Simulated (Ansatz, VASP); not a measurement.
This is a calculation of CuO for Ansatz 0.2.0.

input.yaml

```yaml
crystal:
  lattice:
    - [3.2172831276, 0.0, 0.0]
    - [0.0, 3.2172831276, 0.0]
    - [0.0, 0.0, 4.7107169375]
  atoms:
    - { symbol: Cu, position: [0.0, 0.0, 0.0] }
    - { symbol: Cu, position: [0.5, 0.5, 0.0] }
    - { symbol: O, position: [0.5, 0.0, 0.267] }
    - { symbol: O, position: [0.0, 0.5, 0.733] }
hamiltonian:
  xc: pbe
  pseudopotentials: { kind: paw }
kpoints:
  mp_grid: { grid: [8, 8, 6] }
scf:
  occupations: { method: fermi_dirac, width: 0.05 }
output:
  forces: true
  stress: true
  eigenvalues: true
```

Potentials or basis: Ansatz PAW.

Run with:

```bash
$ ansatz run input.yaml --threads 2 --pin off --max-ram 5120MiB --backend cpu --events-out ev --progress --plain --runs-dir out
```

**Question.** Translate it to VASP 6.6.1. Potentials there: VASP PAW PBE potentials, release 64 (Cu, O).

**Answer.** As run (the cutoff follows the program's own potentials):

Contents of INCAR:

```
ALGO = Normal
EDIFF = 1E-6
ENCUT = 520
GGA = PE
ISIF = 2
ISMEAR = -1
LASPH = True
LCHARG = False
LREAL = False
LWAVE = False
NBANDS = 25
NELM = 100
PREC = Accurate
SIGMA = 0.05
```

KPOINTS

```
k-points
0
Gamma
  8 8 6
```

Contents of POSCAR:

```
CuO
1.0
    3.2172831276      0.0000000000      0.0000000000
    0.0000000000      3.2172831276      0.0000000000
    0.0000000000      0.0000000000      4.7107169375
Cu O
2 2
Direct
    0.0000000000      0.0000000000      0.0000000000
    0.5000000000      0.5000000000      0.0000000000
    0.5000000000      0.0000000000      0.2670000000
    0.0000000000      0.5000000000      0.7330000000
```

Potentials or basis: VASP PAW PBE potentials, release 64 (Cu, O).

The run is started by

```sh
$ cat potpaw_PBE.64/Cu/POTCAR potpaw_PBE.64/O/POTCAR > POTCAR
$ mpirun -np 1 vasp_std > vasp.out
```

Both were run:

|  | VASP | Ansatz | Ansatz less VASP |
| --- | --- | --- | --- |
| gap on the k mesh at the Fermi level (eV) | none | none | - |
| pressure (GPa) | 10.8 | 10.2 | -0.60 |
| largest component of the traceless stress (GPa) | 22.25 | 22.10 | -0.146 |
| rms of the force components (eV/Å) | 0.517 | 0.547 | +0.0305 |

Atom by atom the forces differ by 0.031 eV/Å (rms over components). A gap of «none» marks a metal or a gap that the smearing closes. The two sets of potentials don't hold the same shells in valence.

Caveats: the run has no spin polarisation, though such a crystal can be magnetic; semilocal functionals often make such compounds metallic where correlation or magnetic order opens a gap, which also shifts bond lengths; forces of over 1 eV/Å show positions far from the minimum, so gaps and moduli don't describe the material at rest; the pressure holds a Pulay correction of +0.6 GPa for the finite cutoff (Ansatz).
